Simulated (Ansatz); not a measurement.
Input and command of a calculation in Ansatz (plane waves; scalar-relativistic PAW potentials unless the input names others):

```yaml
crystal:
  lattice:
    - [4.1008171026, 0.0, 0.0]
    - [-2.0504085513, 3.5514117871, 0.0]
    - [0.0, 0.0, 6.2493425316]
  atoms:
    - { symbol: Ge, position: [0.0, 0.0, 0.07115] }
    - { symbol: Ge, position: [0.0, 0.0, 0.57115] }
    - { symbol: Ge, position: [0.3333333333, 0.6666666667, 0.82115] }
    - { symbol: Ge, position: [0.6666666667, 0.3333333333, 0.32115] }
kpoints:
  mp_grid: { grid: [12, 12, 8] }
hamiltonian:
  xc: pbe
scf:
  occupations: { method: gaussian, width: 0.15 }
output:
  forces: true
  eigenvalues: true
  stress: true
```

```bash
ansatz run input.yaml --threads 2 --pin off --max-ram 5120MiB --backend cpu --events-out ev --progress --plain --runs-dir out
```

Abridged log:
```
Pseudopotentials: kind: paw
Pseudopotential: Ge, paw, valence charge 14, recommended cutoff 420 eV (normal)
Functional definition: PBE
Crystal: 4 atoms, lattice volume = 91.013 Å³
Basis set: ecut = 420 eV, 1773 PW (Γ), exchange–correlation on 60×60×90 points (8 copies of the dense FFT grid, shifted against one another)
Bands: 34, of which v1, the nominal top of the filled ones, is band 28 counted from 1 (27 counted from 0)
Symmetry: 24 space group operations
Space group: P63/mmc (ITA 194), of the structure as read, at distance tolerance 4.5e-5 Å
k-points: 95 of 1152
Initial density: superposition of atomic densities (neutral atoms: chi_scale 0, normalization atom), corrected by the library's trained network
Initial wavefunctions: pseudopotential atomic-orbital guess
Functional: x = pbe(κ = 0.804, μ = 0.21951497), c = pbe(β = 0.06672455)
SCF iter   1: F=—  HF=-17178.750286 eV  |F-HF|=—  |Δ(HF+E_count)|=         —  Δρ=1.36e-3  dr2=1.72e-3  ethr=1.77e-3  ⟨swp⟩=5.4  Hψ=11662  notcnv=0
SCF iter   2: F=—  HF=-17178.749856 eV  |F-HF|=—  |Δ(HF+E_count)|=   4.29e-4  Δρ=8.14e-4  dr2=3.02e-4  ethr=3.06e-6  ⟨swp⟩=2.0  Hψ=6652  notcnv=0
SCF iter   3: F=—  HF=-17178.749538 eV  |F-HF|=—  |Δ(HF+E_count)|=   3.18e-4  Δρ=2.54e-4  dr2=4.22e-5  ethr=5.40e-7  ⟨swp⟩=2.0  Hψ=5786  notcnv=0
SCF iter   4: F=—  HF=-17178.749494 eV  |F-HF|=—  |Δ(HF+E_count)|=   4.38e-5  Δρ=9.29e-5  dr2=5.72e-6  ethr=7.54e-8  ⟨swp⟩=2.0  Hψ=5780  notcnv=0
SCF iter   5: F=—  HF=-17178.749505 eV  |F-HF|=—  |Δ(HF+E_count)|=   1.07e-5  Δρ=1.73e-5  dr2=1.75e-7  ethr=1.02e-8  ⟨swp⟩=2.0  Hψ=5785  notcnv=0
SCF iter   6: F=-17178.749505 eV  HF=-17178.749505 eV  |F-HF|=7.34e-9  |Δ(HF+E_count)|=   1.40e-7  Δρ=2.00e-6  dr2=2.54e-9  ethr=1.79e-10  ⟨swp⟩=6.7  Hψ=12839  notcnv=0
SCF 1 converged in 6 iterations: F = -17178.749505 eV  dr2 = 2.54e-9
SCF converged after 6 iterations
Free energy (F): -17178.749505 eV
Harris-Foulkes:  -17178.749505 eV  (|F-HF|=7.34e-9)
Internal energy: -17178.727918 eV  (E = F + TS)
E sigma→0 (E₀):  -17178.738711 eV
Entropy (-TS):   -0.021587 eV (-5.397 meV/atom)
Fermi energy:    8.400007 eV
--- Forces (eV/Å), atoms counted from 1 ---
  atom   1  Ge     0.00000000     0.00000000     0.00000000
  atom   2  Ge     0.00000000     0.00000000     0.00000000
  atom   3  Ge     0.00000000     0.00000000     0.00000000
  atom   4  Ge     0.00000000     0.00000000     0.00000000
--- Stress (GPa, compression-positive) ---
       -4.506430       0.000000       0.000000
        0.000000      -4.506430       0.000000
        0.000000       0.000000      -4.519459
  P = ⅓ Tr σ = -4.5108 GPa (-45.108 kbar)
```

Apart from outputs and empty bands, the input differs from a reference run on usual settings in hamiltonian.xc: "pbesol" → "pbe"; basis.ecutwfc: 420 → not typed. The reference, at the same geometry (not necessarily relaxed), gave pressure -7.28 GPa, largest force 0.000 eV/Å, no gap on the mesh. This run converged in 6 SCF iterations (reference: 6) with a total energy on another zero, pressure -4.51 GPa, largest force 0.000 eV/Å, no gap on the mesh.

Time: 5 s on 2 threads of Intel(R) Xeon(R) Platinum 8488C (Sapphire Rapids) (shared host), peak memory 0.55 GiB.